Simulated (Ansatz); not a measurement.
Polymorphs of Be2C3

Theory: DFT PBE, scalar-relativistic, plane waves, PAW (Ansatz 0.2.0). Settings: cutoff 420 eV, Γ-centred meshes no coarser than 0.19 Å⁻¹ for metals and 0.3 Å⁻¹ for insulators (2π included), Gaussian smearing.

These are static lattice energies at zero pressure. The comparison covers the computed candidates alone. The k mesh leaves about 4 meV/atom of noise in metals. Weakly bound directions are ill-defined at this level, which has no dispersion term (Be2C3 R-3m). No run is spin-polarised.

```tsv
#	started from	space group	atoms	V (Å³/atom)	ΔE (meV/atom)	gap on mesh (eV)
1	tetradymite type, changed	R-3m (No. 166)	5	9.7	0	0.00
2	corundum type, changed	R-3c (No. 167)	10	7.4	1415	0.00
```

The lowest structure: Space group R-3m (No. 166), trigonal, a = 2.667 Å, c = 23.660 Å. Be is coordinated by 3 C at 1.67 Å and 3 Be at 1.99 Å; around C on Wyckoff site a (1 atom of the primitive cell) lie 6 Be at 1.67 Å; C on Wyckoff site c (2 atoms of the primitive cell) is coordinated by 3 C at 1.54 Å. Its energy against the elements is 0.47 eV/atom, so it is unstable even against them. Formation energies are uncorrected and refer to the lowest elemental structures computed at the same level.

```cif
data_structure
_symmetry_space_group_name_H-M 'R-3m:H'
_symmetry_Int_Tables_number 166
_cell_length_a 2.6675
_cell_length_b 2.6675
_cell_length_c 23.6602
_cell_angle_alpha 90.000
_cell_angle_beta 90.000
_cell_angle_gamma 120.000
_cell_volume 145.80
loop_
_atom_site_label
_atom_site_type_symbol
_atom_site_symmetry_multiplicity
_atom_site_Wyckoff_symbol
_atom_site_fract_x
_atom_site_fract_y
_atom_site_fract_z
_atom_site_occupancy
Be1 Be 6 c 0.66667 0.33333 0.69342 1
C1 C 3 a 0.00000 0.00000 0.00000 1
C2 C 6 c 0.33333 0.66667 0.83334 1
```

The second: Space group R-3c (No. 167), trigonal, a = 5.093 Å, c = 9.838 Å. Be is coordinated by 3 C at 1.82 Å, 3 C at 1.95 Å and 1 Be at 2.14 Å; around C lie 2 Be at 1.82 Å and 2 Be at 1.95 Å.